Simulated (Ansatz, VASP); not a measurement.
Cs2AgBiBr6: VASP beside Ansatz

```xyz
10
Lattice="0.0000 5.6161 5.6161 5.6161 0.0000 5.6161 5.6161 5.6161 0.0000" Properties=species:S:1:pos:R:3 pbc="T T T"
Bi    0.0000    0.0000    0.0000
Cs    8.4242    8.4242    8.4242
Cs    2.8081    2.8081    2.8081
Ag    5.6161    5.6161    5.6161
Br    5.6161    5.6161    8.4180
Br    5.6161    5.6161    2.8142
Br    2.8142    5.6161    5.6161
Br    5.6161    8.4180    5.6161
Br    8.4180    5.6161    5.6161
Br    5.6161    2.8142    5.6161
```

Alike in both runs: task relaxation of cell and atoms; functional LDA; k mesh 3 × 3 × 3; occupations fermi-dirac, width 0.05 eV; no spin polarisation.

|  | VASP | Ansatz |
| --- | --- | --- |
| version | VASP 6.6.1 | Ansatz 0.2.0 |
| potentials or method | VASP PAW LDA potentials, release 64 (Bi_d, Cs_sv, Ag, Br) | Ansatz PAW |
| plane-wave cutoff (eV) | 600 | 420 |
| valence electrons in the cell | 86 | 94 |

|  | VASP | Ansatz | Ansatz less VASP |
| --- | --- | --- | --- |
| gap on the k mesh at the Fermi level, each at its own relaxed structure (eV) | 1.66 | 1.65 | -0.009 |
| relaxed volume (Å³/atom) | 33.33 | 33.26 | -0.072 |
| relaxed cell length with the largest relative difference (Å) | 7.782 | 7.777 | -0.0056 |
| energy change over the relaxation (meV/atom) | -16 | -17 | -0.7 |

The two sets of potentials don't hold the same shells in valence.

Caveats: spin-orbit coupling is left out, which as a rule narrows the gap of such compounds by several tenths of an eV; an odd mesh through Γ misses points on the zone boundary, where band edges often lie (VASP); odd divisions of the mesh miss points on the zone boundary, where band edges often lie, so the gap on the mesh can be too wide (Ansatz); the plane-wave basis is chosen anew once the cell has moved, so the energies of steps on either side of that aren't comparable (Ansatz); the PAW data sets come from PBE, with cores solved anew for the run's functional, which leaves a small shift of forces and pressure (Ansatz). As with any semilocal functional, this LDA gap is likely too small. LDA usually gives volumes a few per cent too small.
